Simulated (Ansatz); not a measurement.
# Sn (Fd-3m), an elastic constant from a strain scan

Level of theory: DFT PBE, scalar-relativistic, plane waves, PAW (Ansatz). The runs took a 420 eV cutoff, a Γ-centred 16×16×16 mesh and Gaussian smearing (0.15 eV). No spin polarisation. Energies are free energies at this smearing, counted from the undisturbed cell; pressure is positive in compression.

The starting cell (relaxed at this level):

```xyz
2
Lattice="0.0000 3.3281 3.3281 3.3281 0.0000 3.3281 3.3281 3.3281 0.0000" Properties=species:S:1:pos:R:3 pbc="T T T"
Sn    3.3281    3.3281    3.3281
Sn    4.9922    4.9922    4.9922
```

The cell is strained by ε times the Voigt pattern (1, 0, 0, 0, 0, 0) (xx, yy, zz, yz, xz, xy; engineering shear) with fractional coordinates fixed. The cell holds 2 atoms in V0 = 73.73 Å³. The stress column is τ = (1/V0) dE/dε, got from the stress tensor σ (compression positive) at each point as −det(1 + εP) σ : P(1 + εP)⁻¹, with P the pattern as a tensor.

| ε | ΔE (meV/atom) | τ (GPa) |
| --- | --- | --- |
| -0.0600 | 23.825 | -3.577 |
| -0.0450 | 13.137 | -2.622 |
| -0.0300 | 5.688 | -1.701 |
| -0.0150 | 1.353 | -0.817 |
| 0.0000 | 0.000 | 0.027 |
| 0.0150 | 1.488 | 0.829 |
| 0.0300 | 5.672 | 1.589 |
| 0.0450 | 12.405 | 2.307 |
| 0.0525 | 16.682 | 2.650 |
| 0.0600 | ? | ? |

Which combination of elastic constants does this scan measure, and how large is it?

For small ε, τ = τ0 + Kε with K = pᵀCp, which for this pattern is C11 in the cubic axes. The parabola through τ at ε = -0.0150, 0 and 0.0150 has slope K = 55 GPa at zero. The energies per cell, E = NΔE, of the same two points give K = 2[E(ε₊)/ε₊ − E(ε₋)/ε₋]/[(ε₊ − ε₋)V0] = 55 GPa, in agreement.

Predict the withheld row at ε = 0.0600 from the harmonic law, and compare.

ΔE = V0(τ0 ε + Kε²/2)/N = 23.092 meV/atom and τ = 3.32 GPa. The calculation gives 21.542 meV/atom and 2.98 GPa: the energy lies 7 % below the harmonic value, as bonds soften when stretched.

In a metal these slopes depend on the k mesh and the smearing.